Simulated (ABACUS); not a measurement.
Crystal: Cu.

```
Cu
1.0
     0.00000    1.80750    1.80750
     1.80750    0.00000    1.80750
     1.80750    1.80750    0.00000
Cu
1
Direct
  0.00000 0.00000 0.00000
```

Program: ABACUS 3.10.1. Alike in all runs: task single point; potentials or basis SG15 ONCV 1.2 PBE, plane waves; no spin polarisation; cell as given; smearing fermi-dirac 0.05 eV.

Problem. Order these runs on this cell by their pressure, lowest first.
A. level WC; k mesh 10 × 10 × 10; cutoff (eV) 1252; mesh quality not flagged
B. level r2SCAN; k mesh 8 × 8 × 8; cutoff (eV) 1442; mesh quality coarse
C. level TASK; k mesh 8 × 8 × 8; cutoff (eV) 1442; mesh quality coarse

Solution. A (-6.1 GPa), B (-4.2 GPa), C (584.4 GPa).

Caveats: some runs use coarse meshes; the potentials were made for another functional, which shifts forces and pressure; a pressure of tens of GPa on the cell as given is suspect, and the run, the potentials or the cell itself is likely at fault (some runs).
